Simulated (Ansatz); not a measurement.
# Vibrational response of ScAl at 15 GPa

All numbers below come from Ansatz 0.2.0, DFT PBEsol, scalar-relativistic, plane waves, PAW. Settings: 420 eV plane-wave cutoff, Γ-centred 14×14×14 mesh, Fermi-Dirac smearing of 0.15 eV. No spin polarisation. Phonons by linear response, acoustic sum rule imposed.

The cell, relaxed at 15 GPa:
```
CELL_PARAMETERS angstrom
3.19400 0.00000 0.00000
0.00000 3.19400 0.00000
0.00000 0.00000 3.19400
ATOMIC_POSITIONS crystal
Sc 0.50000 0.50000 0.50000
Al 0.00000 0.00000 0.00000
```

In a metal, frequencies and elastic constants depend on the k mesh and the smearing, soft modes and shear constants most. Other phases may be more stable at this pressure.

(1) Is this structure stable against zone-centre distortions?

(2) List the optical modes at Γ (i marks imaginary ones).

Answers

(1) Yes, at Γ: no optical mode is imaginary. Strains and other wave vectors aren't tested by this run.

(2)
```csv
frequency (cm⁻¹),degeneracy
356,3
```

Cost: 1 run of about 0.5 core-minutes, on Arm Neoverse V1 (shared hosts).